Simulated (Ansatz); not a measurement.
Input:

Ti$_{3}$SiC$_{2}$:
```
Ti3SiC2
1.0
    3.02016     0.00000     0.00000
   -1.51008     2.61554     0.00000
    0.00000     0.00000    17.43493
Si C Ti
2 4 6
Direct
  0.00000   0.00000   0.25000
  0.00000   0.00000   0.75000
  0.33333   0.66667   0.57223
  0.66667   0.33333   0.07223
  0.33333   0.66667   0.92777
  0.66667   0.33333   0.42777
  0.33333   0.66667   0.13503
  0.66667   0.33333   0.63503
  0.33333   0.66667   0.36497
  0.66667   0.33333   0.86497
  0.00000   0.00000   0.00000
  0.00000   0.00000   0.50000
```

This is the LDA-relaxed structure.

Question: All from the program Ansatz at the LDA level (PAW), unless another level is named. Predict the Poisson's ratio.

Answer: 0.20.

Question: Predict the highest zone-centre frequency.

Answer: 697 cm⁻¹.

Space group P6_3/mmc. Symmetry was held in the LDA relaxation; of distortions, only those at the zone centre were tested. No spin polarisation was allowed. As this level gives no gap, phonon frequencies hold no LO–TO term and depend on the k-mesh and smearing (Fermi–Dirac, 0.1 eV here).

Potentials: the later of the program's two PAW sets.
